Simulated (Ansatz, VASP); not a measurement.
**Mg in VASP and in Ansatz**

```
Mg
1.0
     3.13250    0.00000    0.00000
    -1.56625    2.71283    0.00000
     0.00000    0.00000    5.08489
Mg
2
Direct
  0.33333 0.66667 0.25000
  0.66667 0.33333 0.75000
```

Alike in both runs: task single point; functional LDA; k mesh 12 × 12 × 6; occupations gaussian, width 0.01 eV; no spin polarisation.

|  | VASP | Ansatz |
| --- | --- | --- |
| version | VASP 6.6.1 | Ansatz 0.2.0 |
| potentials or method | VASP PAW LDA potentials, release 64 (Mg) | plane waves (420 eV) with PAW, scalar-relativistic |
| plane-wave cutoff (eV) | 520 | 420 |
| valence electrons in the cell | 4 | 20 |

Ansatz gave:

* pressure (GPa): 0.0
* largest component of the traceless stress (GPa): 1.13

Q: Estimate VASP's values.

A: Pressure (GPa): -0.3; largest component of the traceless stress (GPa): 1.12.

The two sets of potentials don't hold the same shells in valence. Ansatz warned: «pseudo_functional_mismatch».
